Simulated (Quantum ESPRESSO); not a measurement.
P under changes of volume

One of the cells (20.458 Å³/atom); the others are scaled copies at fixed shape and fractional positions:

```
P
1.0
     1.64774   -5.46504    0.00000
     1.64774    5.46504    0.00000
     0.00000    0.00000    4.54364
P
4
Direct
  0.90414 0.09586 0.58882
  0.09586 0.90414 0.41118
  0.59586 0.40414 0.08882
  0.40414 0.59586 0.91118
```

| Quantity | Value |
| --- | --- |
| Program | Quantum ESPRESSO 7.5 |
| Functional | PBE |
| Potentials or basis | Ansatz NC SR PBE |
| Cutoff | 599 eV |
| Density cutoff | 2395 eV |
| k mesh | 8 × 8 × 6 |
| Occupations | fermi-dirac, width 0.05 eV |
| Spin | no spin polarisation |

| volume (Å³/atom) | energy over the lowest point (meV/atom) | pressure (GPa) | largest force (eV/Å) |
| --- | --- | --- | --- |
| 19.230 | 38.85 | 7.5 | 0.921 |
| 19.639 | ? | ? | ? |
| 20.049 | 10.58 | 3.7 | 0.522 |
| 20.458 | 3.30 | 2.0 | 0.348 |
| 20.867 | 0.00 | 0.6 | 0.198 |
| 21.276 | 0.28 | -0.8 | 0.117 |
| 21.685 | 3.79 | -2.0 | 0.184 |

Q: What does the run at 19.639 Å³/atom give?

A: Energy over the lowest point 22.26 meV/atom; pressure 5.5 GPa; largest force 0.713 eV/Å.

Worked out: A Birch-Murnaghan fit of order 3 (a polynomial in V^(-2/3)) to the other rows has its minimum at 21.04 Å³/atom with B0 = V·E''(V) = 69 GPa and B' = 4.2 at fixed shape and positions, which overstates the stiffness. It gives 22.28 meV/atom at 19.639 Å³/atom, against the run's 22.26, and -dE/dV = 5.5 GPa, against 5.5.

Energies are extrapolated to zero smearing.
